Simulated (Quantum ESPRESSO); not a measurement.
**NiO: magnetism against a distortion at fixed volume**

How does a distortion at fixed volume change the magnetic state of NiO?

Method: PBE with U = 6 eV on Ni d (ortho-atomic projectors); plane waves with GBRV 1.5 PBE potentials, no spin-orbit coupling, in Quantum ESPRESSO 7.5.

## (1) The starting structure

It takes space group Fm-3m (No. 225, cubic). The conventional cell has a = 4.177 Å, b = 4.177 Å, c = 4.177 Å, α = 90.00°, β = 90.00°, γ = 90.00°. Nearest to Ni lie 6 O at 2.09 Å. Nearest to O lie 6 Ni at 2.09 Å. Farther neighbours and most contacts between anions are not listed.

The lattice constants were typed from memory of published values and not checked against a source.

## (2) Factor along z 0.92, ferro +

Lengths along Cartesian z scale by the factor and those normal to it by its inverse root. Atoms keep their fractional places. Seeded atoms are those given a starting moment.

Contents of pw.in:

```
&CONTROL
  calculation = 'scf'
  prefix = 'pwscf'
  outdir = './tmp'
  pseudo_dir = './pseudo'
  disk_io = 'nowf'
  tprnfor = .true.
  tstress = .true.
/
&SYSTEM
  ibrav = 0
  celldm(1) = 8
  nat = 2
  ntyp = 2
  ecutwfc = 40
  ecutrho = 280
  nbnd = 20
  occupations = 'smearing'
  smearing = 'fd'
  degauss = 0.00367493
  nspin = 2
  starting_magnetization(1) = 0.1111
  starting_magnetization(2) = 0
/
&ELECTRONS
  conv_thr = 4d-09
  electron_maxstep = 150
  mixing_beta = 0.3
/
ATOMIC_SPECIES
Ni     58.6934 ni_pbe_v1.4.uspp.F.UPF
O      15.9990 o_pbe_v1.2.uspp.F.UPF
CELL_PARAMETERS alat
   0.0000000000000    0.5143389879438    0.4538696962973
   0.5143389879438    0.0000000000000    0.4538696962973
   0.5143389879438    0.5143389879438    0.0000000000000
ATOMIC_POSITIONS crystal
Ni      0.0000000000    0.0000000000    0.0000000000
O       0.5000000000    0.5000000000    0.5000000000
K_POINTS automatic
10 10 10 0 0 0
HUBBARD {ortho-atomic}
U Ni-3d 6.0000
```

On the command line:

```bash
$ OMP_NUM_THREADS=1 mpirun -n 4 pw.x -nk 4 -in pw.in > pw.out
```

What it wrote:

```text
Program PWSCF v.7.5 starts

     Message from routine setup:
     using ibrav=0 with symmetry is DISCOURAGED, use correct ibrav instead

     K-points division:     npool     =       4
     Subspace diagonalization in iterative solution of the eigenvalue problem:

     bravais-lattice index     =            0
     lattice parameter (alat)  =       8.0000  a.u.
     unit-cell volume          =     122.9504 (a.u.)^3
     number of atoms/cell      =            2
     number of atomic types    =            2
     number of electrons       =        24.00
     number of Kohn-Sham states=           20
     kinetic-energy cutoff     =      40.0000  Ry
     charge density cutoff     =     280.0000  Ry
     scf convergence threshold =      4.0E-09
     mixing beta               =       0.3000
     number of iterations used =            8  plain     mixing
     Exchange-correlation= SLA  PW   PBE  PBE
                           (   1   4   3   4   0   0   0)
     Hubbard projectors: ortho-atomic
     Hubbard parameters of DFT+U (Dudarev formulation) in eV:
     U(Ni-3d) =  6.0000

     Internal variables: lda_plus_u =T, lda_plus_u_kind = 0

     Internal variables: orbital_resolved =F, hub_pot_fix =F, apply_U = F

     celldm(1)=   8.000000  celldm(2)=   0.000000  celldm(3)=   0.000000
     celldm(4)=   0.000000  celldm(5)=   0.000000  celldm(6)=   0.000000

     crystal axes: (cart. coord. in units of alat)
               a(1) = (   0.000000   0.514339   0.453870 )
               a(2) = (   0.514339   0.000000   0.453870 )
               a(3) = (   0.514339   0.514339   0.000000 )

     reciprocal axes: (cart. coord. in units 2 pi/alat)
               b(1) = ( -0.972122  0.972122  1.101638 )
               b(2) = (  0.972122 -0.972122  1.101638 )
               b(3) = (  0.972122  0.972122 -1.101638 )

     PseudoPot. # 1 for Ni read from file:
     ni_pbe_v1.4.uspp.F.UPF
     Pseudo is Ultrasoft + core correction, Zval = 18.0

     PseudoPot. # 2 for O  read from file:
     o_pbe_v1.2.uspp.F.UPF
     Pseudo is Ultrasoft + core correction, Zval =  6.0

     atomic species   valence    mass     pseudopotential
     Ni               18.00    58.69340     Ni( 1.00)
     O                 6.00    15.99900     O ( 1.00)

     Starting magnetic structure
     atomic species   magnetization
     Ni              0.111
     O               0.000

     16 Sym. Ops., with inversion, found

   Cartesian axes

     site n.     atom                  positions (alat units)
         1        Ni     tau(   1) = (   0.0000000   0.0000000   0.0000000  )
         2        O      tau(   2) = (   0.5143390   0.5143390   0.4538697  )

     number of k points=   102  Fermi-Dirac smearing, width (Ry)=  0.0037

     Number of k-points >= 100: set verbosity='high' to print them.

     Dense  grid:     9727 G-vectors     FFT dimensions: (  30,  30,  32)

     Smooth grid:     4171 G-vectors     FFT dimensions: (  24,  24,  24)

     Check: negative core charge=   -0.000015
     Generating pointlists ...
     new r_m :   0.1872 (alat units)  1.4978 (a.u.) for type    1
     new r_m :   0.1872 (alat units)  1.4978 (a.u.) for type    2

     Initial potential from superposition of free atoms

     starting charge      22.0000, renormalised to      24.0000

     STARTING HUBBARD OCCUPATIONS:

     =================== HUBBARD OCCUPATIONS ===================
     ------------------------ ATOM    1 ------------------------
     Tr[ns(  1)] (up, down, total) =   5.00000  3.00000  8.00000
     Atomic magnetic moment for atom   1 =   2.00000
     [... lines left out ...]
     Number of occupied Hubbard levels =    8.0000

     Atomic wfc used for Hubbard projectors are orthogonalized

     Starting wfcs are   17 randomized atomic wfcs +    3 random wfcs

     Self-consistent Calculation

     iteration #  1     ecut=    40.00 Ry     beta= 0.30
     Davidson diagonalization with overlap
     ethr =  1.00E-02,  avg # of iterations =  6.0

     =================== HUBBARD OCCUPATIONS ===================
     ------------------------ ATOM    1 ------------------------
     Tr[ns(  1)] (up, down, total) =   3.30940  0.83555  4.14495
     Atomic magnetic moment for atom   1 =   2.47385
     [... lines left out ...]
     Number of occupied Hubbard levels =    4.1450

     total energy              =    -367.80452324 Ry
     estimated scf accuracy    <      27.05293953 Ry

     total magnetization       =     2.67 Bohr mag/cell
     absolute magnetization    =     2.71 Bohr mag/cell

     iteration #  2     ecut=    40.00 Ry     beta= 0.30
     Davidson diagonalization with overlap
     ethr =  1.00E-02,  avg # of iterations =  3.0

     total energy              =    -373.82511687 Ry
     estimated scf accuracy    <      10.48921235 Ry

     total magnetization       =     0.17 Bohr mag/cell
     absolute magnetization    =     0.17 Bohr mag/cell

     [... further iterations left out ...]

     iteration # 11     ecut=    40.00 Ry     beta= 0.30
     Davidson diagonalization with overlap
     ethr =  3.76E-10,  avg # of iterations =  2.0

     total energy              =    -375.40295387 Ry
     estimated scf accuracy    <       0.00000004 Ry

     total magnetization       =     2.00 Bohr mag/cell
     absolute magnetization    =     2.01 Bohr mag/cell

     iteration # 12     ecut=    40.00 Ry     beta= 0.30
     Davidson diagonalization with overlap
     ethr =  1.57E-10,  avg # of iterations =  1.5

     Magnetic moment per site  (integrated on atomic sphere of radius R)
     atom   1 (R=0.187)  charge= 15.2335  magn=  1.6832
     atom   2 (R=0.187)  charge=  5.3536  magn=  0.2047

     End of self-consistent calculation

     =================== HUBBARD OCCUPATIONS ===================
     ------------------------ ATOM    1 ------------------------
     Tr[ns(  1)] (up, down, total) =   4.97131  3.22849  8.19980
     Atomic magnetic moment for atom   1 =   1.74283
     [... lines left out ...]
     Number of occupied Hubbard levels =    8.1998

     Number of k-points >= 100: set verbosity='high' to print the bands.

     the Fermi energy is    14.5158 ev

!    total energy              =    -375.40295822 Ry
     estimated scf accuracy    <          1.9E-09 Ry
     smearing contrib. (-TS)   =      -0.00000003 Ry
     internal energy E=F+TS    =    -375.40295819 Ry

     The total energy is F=E-TS. E is the sum of the following terms:
     one-electron contribution =    -217.95523429 Ry
     hartree contribution      =     123.57499888 Ry
     xc contribution           =     -42.98623608 Ry
     ewald contribution        =    -238.09843724 Ry
     Hubbard energy            =       0.06195055 Ry

     total magnetization       =     2.00 Bohr mag/cell
     absolute magnetization    =     2.01 Bohr mag/cell

     convergence has been achieved in  12 iterations

     Forces acting on atoms (cartesian axes, Ry/au):

     atom    1 type  1   force =     0.00000000    0.00000000    0.00000000
     atom    2 type  2   force =     0.00000000    0.00000000    0.00000000

     Total force =     0.000000     Total SCF correction =     0.000000

     Computing stress (Cartesian axis) and pressure

          total   stress  (Ry/bohr**3)                   (kbar)     P=      179.56
   0.00018894  -0.00000000  -0.00000000           27.79       -0.00       -0.00
  -0.00000000   0.00018894   0.00000000           -0.00       27.79        0.00
  -0.00000000   0.00000000   0.00328407           -0.00        0.00      483.10

=------------------------------------------------------------------------------=
   JOB DONE.
=------------------------------------------------------------------------------=
```

Wall time 11 s (4 MPI ranks of Arm Neoverse V2, shared host); peak memory 0.28 GiB; 44 s of CPU time.

Spin moment in the atom's sphere by atom:

```
atom  spin moment in the atom's sphere (μB)
 Ni1                                   1.68
  O2                                   0.20
```

Read from the output:

```yaml
smearing_term_ts: 4.67e-7 eV
pressure: 17.96 GPa
magnetization: 2 μB
absolute_magnetization: 2.011 μB
final_state: ferromagnetic
```

## (3) Factor along z 0.92, antiferro q=(0,0,1/2) +-

The wavevector q is in fractions of the reciprocal vectors of the crystal's primitive cell, as the cells of these inputs are built from it; moments change sign between cells as cos(2π q·R).

Contents of pw.in:

```
&CONTROL
  calculation = 'scf'
  prefix = 'pwscf'
  outdir = './tmp'
  pseudo_dir = './pseudo'
  disk_io = 'nowf'
  tprnfor = .true.
  tstress = .true.
/
&SYSTEM
  ibrav = 0
  celldm(1) = 8
  nat = 4
  ntyp = 3
  ecutwfc = 40
  ecutrho = 280
  nbnd = 33
  occupations = 'smearing'
  smearing = 'fd'
  degauss = 0.00367493
  nspin = 2
  starting_magnetization(1) = 0.1111
  starting_magnetization(2) = -0.1111
  starting_magnetization(3) = 0
/
&ELECTRONS
  conv_thr = 8d-09
  electron_maxstep = 150
  mixing_beta = 0.3
/
ATOMIC_SPECIES
Ni1    58.6934 ni_pbe_v1.4.uspp.F.UPF
Ni2    58.6934 ni_pbe_v1.4.uspp.F.UPF
O      15.9990 o_pbe_v1.2.uspp.F.UPF
CELL_PARAMETERS alat
   0.0000000000000    0.5143389879438    0.4538696962973
   0.5143389879438    0.0000000000000    0.4538696962973
   1.0286779758875    1.0286779758875    0.0000000000000
ATOMIC_POSITIONS crystal
Ni1     0.0000000000    0.0000000000    0.0000000000
Ni2     0.0000000000    0.0000000000    0.5000000000
O       0.5000000000    0.5000000000    0.2500000000
O       0.5000000000    0.5000000000    0.7500000000
K_POINTS automatic
10 10 5 0 0 0
HUBBARD {ortho-atomic}
U Ni1-3d 6.0000
U Ni2-3d 6.0000
```

What it wrote:

```text
     [... lines left out ...]
Program PWSCF v.7.5 starts
     [... lines left out ...]
     number of atoms/cell      =            4
     [... lines left out ...]
     number of electrons       =        48.00
     number of Kohn-Sham states=           33
     kinetic-energy cutoff     =      40.0000  Ry
     charge density cutoff     =     280.0000  Ry
     scf convergence threshold =      8.0E-09
     [... lines left out ...]
      4 Sym. Ops., with inversion, found
     [... lines left out ...]
     number of k points=   141  Fermi-Dirac smearing, width (Ry)=  0.0037
     [... lines left out ...]
     iteration # 19     ecut=    40.00 Ry     beta= 0.30
     [... lines left out ...]
     Magnetic moment per site  (integrated on atomic sphere of radius R)
     atom   1 (R=0.187)  charge= 15.2451  magn=  1.6324
     atom   2 (R=0.187)  charge= 15.2451  magn= -1.6324
     atom   3 (R=0.187)  charge=  5.3438  magn= -0.0000
     atom   4 (R=0.187)  charge=  5.3438  magn= -0.0000
     [... lines left out ...]
     Tr[ns(  1)] (up, down, total) =   4.96309  3.26740  8.23049
     [... lines left out ...]
     Tr[ns(  2)] (up, down, total) =   3.26741  4.96309  8.23050
     [... lines left out ...]
     the Fermi energy is    14.2056 ev
!    total energy              =    -750.82150141 Ry
     estimated scf accuracy    <          4.2E-09 Ry
     smearing contrib. (-TS)   =      -0.00000000 Ry
     [... lines left out ...]
     total magnetization       =    -0.00 Bohr mag/cell
     absolute magnetization    =     3.60 Bohr mag/cell
     convergence has been achieved in  19 iterations
     [... lines left out ...]
     Total force =     0.000003     Total SCF correction =     0.000036
     [... lines left out ...]
          total   stress  (Ry/bohr**3)                   (kbar)     P=      149.68
     [... lines left out ...]
```

It took 79 s on 4 MPI ranks; peak memory 0.51 GiB; 5.3 min of CPU time.

Spin moment in the atom's sphere by atom:

```
atom  spin moment in the atom's sphere (μB)
 Ni1                                   1.63
 Ni2                                  -1.63
  O3                                   0.00
  O4                                   0.00
```

This step gave:

```yaml
smearing_term_ts: 6.68e-13 eV
pressure: 14.97 GPa
magnetization: 0 μB
absolute_magnetization: 3.601 μB
final_state: antiferromagnetic
```

(Continued in part 2 of 2.)

[Logs and program files are shortened in this print: banners, set-up blocks, solver, clock and traceback lines can be left out without a mark of their own.]

[Logs are printed without paths, hosts, clocks, repeated set-up lines and the standing remarks that a program may print on its own settings, such as how far it seeks lower states.]

[Hosts, paths, dates, database ids (printed as entryN), source tags and the programs' standing remarks are cut or masked in the printed files.]

[Where a cell is said to come from a database of computed structures, the database is the Materials Project.]
